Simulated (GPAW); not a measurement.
# GaSb (F-43m) in GPAW: notebook, part 2 of 2

GPAW 26.7.0.

### Step 3. Band structure, PBE

run.py reads:

```python
from ase.dft.bandgap import bandgap
from ase.io import read, write
from ase.units import GPa
from gpaw import GPAW, PW

atoms = read('POSCAR')

calc = GPAW(mode=PW(600),
            xc='PBE',
            kpts={'size': (8, 8, 8), 'gamma': True},
            occupations={'name': 'fermi-dirac', 'width': 0.05},
            nbands=18,
            convergence={'density': 1e-05, 'energy': 1e-05},
            maxiter=150,
            txt='gpaw.txt')
atoms.calc = calc
energy = atoms.get_potential_energy()
forces = atoms.get_forces()
stress = atoms.get_stress()
calc.write('gs.gpw')
write('result.traj', atoms)
print(f'Energy: {energy:.6f} eV')
print('Forces (eV/A):')
print(forces.round(4))
print('Stress (GPa):', (stress / GPa).round(3))
print('Fermi level:', round(calc.get_fermi_level(), 4), 'eV')
print(f'Gap: {bandgap(calc)[0]:.4f} eV, direct: {bandgap(calc, direct=True)[0]:.4f} eV')

path = atoms.cell.bandpath('GXWKGLUWLK,UX', npoints=80, eps=1e-4)
bs_calc = calc.fixed_density(kpts=path, symmetry='off', nbands=30,
                             convergence={'bands': 'CBM+6.0', 'eigenstates': 1e-6}, txt='bands.txt')
bs = bs_calc.band_structure()
bs.write('bs.json')
print(f'Gap on the path: {bandgap(bs_calc)[0]:.4f} eV')
```

POSCAR reads:

```
GaSb
1.0
    0.0000000000      3.0590000000      3.0590000000
    3.0590000000      0.0000000000      3.0590000000
    3.0590000000      3.0590000000      0.0000000000
Sb Ga
1 1
Direct
    0.7500000000      0.7500000000      0.7500000000
    0.0000000000      0.0000000000      0.0000000000
```

Potentials or basis: GPAW PAW data sets (gpaw-data 1.2.1), pw.

Launch:

```console
> OMP_NUM_THREADS=1 python run.py
```

gpaw.txt:

```text
__  _  _
 | _ |_)|_||  |
 |__||  | ||/\| - 26.7.0

Input parameters:
  mode=PW(ecut=600.0),
  convergence={'density': 1e-05, 'energy': 1e-05},
  kpts=MonkhorstPack(size=(8, 8, 8), gamma=True),
  maxiter=150,
  nbands=18,
  occupations=Occupations(name='fermi-dirac', width=0.05),
  xc=XC(name='PBE')

Diagonalizing LCAO Hamiltonian
Converting LCAO to pw mode

                     Sb

       Ga

Atoms  # Å, Bohr magnetons
|   | symbol |        x |        y |        z |    initial magnetic moments |
|---|--------|----------|----------|----------|-----------------------------|
| 0 |     Sb | 4.588500 | 4.588500 | 4.588500 | ( 0.0000,  0.0000,  0.0000) |
| 1 |     Ga | 0.000000 | 0.000000 | 0.000000 | ( 0.0000,  0.0000,  0.0000) |

Unit cell  # Å
| periodic |        x |        y |        z |  lengths |    angles |
|----------|----------|----------|----------|----------|-----------|
|      yes | 0.000000 | 3.059000 | 3.059000 | 4.326079 | 60.000000 |
|      yes | 3.059000 | 0.000000 | 3.059000 | 4.326079 | 60.000000 |
|      yes | 3.059000 | 3.059000 | 0.000000 | 4.326079 | 60.000000 |

Number of symmetries: 24
Symmetry operations  # r_c * U_cc + t_c -> r_c
|    | kind |            matrix            |
|----|------|------------------------------|
|  0 |  E   |  1, 0, 0,  0, 1, 0,  0, 0, 1 |
|  1 |  σ   |  1, 0, 0,  0, 0, 1,  0, 1, 0 |
|  2 |  σ   |  1, 0,-1,  0, 1,-1,  0, 0,-1 |
|  3 |  C3  |  1, 0,-1,  0, 0,-1,  0, 1,-1 |
|  4 |  C3  |  1,-1, 0,  0,-1, 1,  0,-1, 0 |
|  5 |  σ   |  1,-1, 0,  0,-1, 0,  0,-1, 1 |
[... 142 lines left out ...]
  name: PBE with 2 nearest neighbor stencil

convergence criteria:
- Maximum integral of absolute [dens]ity change: 1e-05 electrons / valence electron
- Maximum [total energy] change in last 3 cyles: 1e-05 eV / valence electron
- Maximum integral of absolute [eigenst]ate change: 4e-08 eV^2 / valence electron
maximum number of iterations: 150

SCF iterations
|iter     | |      energy | eigst |  dens |
|---------|-|-------------|-------|-------|
|iter:   1| |   -7.657340 | +0.20 |       |
|iter:   2| |   -7.660610 | -2.00 | -1.29 |
|iter:   3| |   -7.643947 | -2.47 | -1.31 |
|iter:   4| |   -7.645882 | -3.15 | -1.85 |
|iter:   5| |   -7.646244 | -4.24 | -2.59 |
|iter:   6| |   -7.646374 | -4.89 | -2.97 |
|iter:   7| |   -7.646374c| -6.67 | -4.14 |
|iter:   8| |   -7.646375c| -7.48c| -4.58 |
|iter:   9| |   -7.646375c| -8.34c| -5.42c|

Converged in 9 steps
Energy contributions relative to reference atoms: (reference = -229166.229777)

Energy contributions:
  Kinetic:          12.445352
  Coulomb:         -10.938870
  Zero:              0.192755
  External:          0.000000
  Xc:               -9.345397
  Entropy:          -0.000428
  Spinorbit:         0.000000
  ----------------------------
  Free energy:      -7.646589
  Extrapolated:     -7.646375

dipole moment: (-11.037210, -11.037210, -11.037210)  # |e|*Ang

Fermi level: 4.966
Eigenvalues  # (at kpt = [0.000, 0.000, 0.000])
| band index |      eig [eV] | occ [0-2] |
|------------|---------------|-----------|
|          0 |       -23.868 |     2.000 |
|          1 |       -23.868 |     2.000 |
|          2 |       -23.868 |     2.000 |
|          3 |       -23.852 |     2.000 |
|          4 |       -23.852 |     2.000 |
|          5 |        -6.562 |     2.000 |
[... 10 lines left out ...]
|         16 |        14.424 |     0.000 |
|         17 |        14.424 |     0.000 |

Gap: 0.092 eV
Transition (v -> c):
  (s=0, k=0, n=8, [0.00, 0.00, 0.00]) -> (s=0, k=0, n=9, [0.00, 0.00, 0.00])
No difference between direct/indirect transitions

Forces  # eV/Ang
|       x |        y |        z |
|---------|----------|----------|
| 0.00000 | -0.00000 | -0.00000 |  # Sb   0
| 0.00000 |  0.00000 | -0.00000 |  # Ga   1

Stress tensor  # eV/Ang^3
|         x |         y |         z |
|-----------|-----------|-----------|
| -0.014652 |  0.000000 |  0.000000 |
|  0.000000 | -0.014652 |  0.000000 |
|  0.000000 |  0.000000 | -0.014652 |

# Writing to gs.gpw (mode='')
```

Run time: 40 s. Hardware: 1 thread of Arm Neoverse V2, shared host; peak memory 0.29 GiB.

What came out:

* Free energy: -7.6466 eV
* Pressure: 2.3 GPa
* Band gap on the k mesh: 0.09 eV, direct
* Band gap along the path: 0.09 eV, direct

Levels at the corners of the path, in eV from the valence-band top:
```csv
point,band 7,band 8,band 9,band 10,band 11,band 12
Γ,0.00,0.00,0.00,0.09,2.82,2.82
X,-6.76,-2.56,-2.56,0.94,1.28,8.75
W,-6.62,-3.34,-3.11,3.72,4.35,4.46
K,-6.58,-3.59,-2.18,1.44,3.91,6.66
Γ,0.00,0.00,0.00,0.09,2.82,2.82
L,-6.33,-1.15,-1.15,0.44,3.79,3.79
U,-6.58,-3.59,-2.18,1.44,3.91,6.66
W,-6.62,-3.34,-3.11,3.72,4.35,4.46
L,-6.33,-1.15,-1.15,0.44,3.79,3.79
K,-6.58,-3.59,-2.18,1.44,3.91,6.66
U,-6.58,-3.59,-2.18,1.44,3.91,6.66
X,-6.76,-2.56,-2.56,0.94,1.28,8.75
```

Caveat: spin-orbit coupling is left out, which moves the levels of the heavy elements.

### Step 4. How close it comes

Step 3. Against the measured gap of GaSb, 0.811 eV (direct; 4.2 K; a printed reference work, data compilation), the calculated 0.09 eV is off by -0.72 eV. Spin-orbit coupling on Ga, Sb is left out. The value is that of PBE, without temperature or zero-point motion. Semilocal functionals fall short of measured gaps as a rule.
